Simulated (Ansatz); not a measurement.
## GaN at a changed volume — Ga-71 NMR of the central transition

Cell: a structure deposited in the COD, relaxed with PBE at fixed cell and then changed (volume scaled by 0.98, ions relaxed).

```cif
data_structure
_symmetry_space_group_name_H-M 'P 1'
_symmetry_Int_Tables_number 1
_cell_length_a 3.1587
_cell_length_b 3.1587
_cell_length_c 5.1313
_cell_angle_alpha 90.000
_cell_angle_beta 90.000
_cell_angle_gamma 120.000
_cell_volume 44.34
loop_
_atom_site_label
_atom_site_type_symbol
_atom_site_fract_x
_atom_site_fract_y
_atom_site_fract_z
_atom_site_occupancy
Ga1 Ga 0.33333 0.66667 0.00394 1
Ga2 Ga 0.66667 0.33333 0.50394 1
N3 N 0.33333 0.66667 0.38106 1
N4 N 0.66667 0.33333 0.88106 1
```

Atom numbers follow the list; atoms alike are taken as one site, whose name carries the number of the first.

The numbers come from a DFT calculation in Ansatz (PBE, plane waves and PAW, scalar-relativistic, 420 eV cutoff, Γ-centred 11×11×6 k-points, Fermi–Dirac smearing 0.02 eV).

Ga-71 has I = 3/2 and Q = 107.0 mb (Pyykkö 2018); at 11.7 T its Larmor frequency is ν₀ = 152.3 MHz. Only the quadrupole interaction is simulated: positions count from each site's isotropic chemical shift, and J coupling is left out, as are shift anisotropy and dipolar coupling, which fast spinning averages.

Q: Simulate the second-order pattern (fast magic-angle spinning, Gaussian broadening 0.02 kHz) of site Ga (4 N at 1.93–1.94 Å).

A: The calculation gives C_Q = 1.14 MHz and η = 0.00, so ν_Q = 0.570 MHz and the centre of gravity lies at -1.40 ppm (-0.214 kHz).

offset (kHz), height and a bar:
```
  -0.5551          0 
  -0.5388          1 
  -0.5224          4 #
  -0.5061          5 #
  -0.4897          5 #
  -0.4734          5 ##
  -0.4570          5 ##
  -0.4407          5 ##
  -0.4243          6 ##
  -0.4080          6 ##
  -0.3916          6 ##
  -0.3753          6 ##
  -0.3590          7 ##
  -0.3426         35 ###########
  -0.3263         79 ########################
  -0.3099         58 #################
  -0.2936         45 ##############
  -0.2772         40 ############
  -0.2609         38 ###########
  -0.2445         36 ###########
  -0.2282         36 ###########
  -0.2118         36 ###########
  -0.1955         36 ###########
  -0.1791         37 ###########
  -0.1628         39 ############
  -0.1464         42 #############
  -0.1301         47 ##############
  -0.1138         55 #################
  -0.0974         77 #######################
  -0.0811        100 ##############################
  -0.0647         28 ########
  -0.0484          1
```

An axis of threefold or higher order runs through Ga, so V_zz lies along it and η is zero.

At this changed cell the PBE pressure is 12 GPa.

The relaxation (2 steps) took 9.3 s of wall time (9.2 s of CPU time) and 0.47 GiB at its peak, on 1 thread of Intel Xeon Platinum 8488C (Sapphire Rapids) (x86_64; 16 cores open to the job, memory cap 3.0 GiB, no GPU), a shared host with a load of 0.3 a core.
